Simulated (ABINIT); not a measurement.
Crystal: Nb.

```xyz
1
Lattice="-1.6640 1.6640 1.6640 1.6640 -1.6640 1.6640 1.6640 1.6640 -1.6640" Properties=species:S:1:pos:R:3 pbc="T T T"
Nb    0.0000    0.0000    0.0000
```

Base run:

| Item | Value |
| --- | --- |
| Program | ABINIT 10.8.3 (patched build) |
| Functional | revPBE |
| Potentials or basis | JTH PAW PBE v2.0 |
| Cutoff | 517 eV |
| k mesh | 11 × 11 × 11 |
| Occupations | fermi-dirac, width 0.05 eV |
| Spin | no spin polarisation |

Its results: band gap on the k mesh none (metal or under the smearing width); pressure -0.3 GPa.

After a change of settings the same cell gave: band gap on the k mesh none (metal or under the smearing width); pressure -2.5 GPa. Which change was it?
A. functional from revPBE to AM05
B. functional from revPBE to LDA
C. functional from revPBE to RPBE
D. functional from revPBE to PW91

D.

PW91 binds more tightly than revPBE, so the same cell stands under less pressure.

Caveats: the PAW data sets were made with another functional, which shifts forces and pressure a little.

Runs at the PBE level aren't shown here.
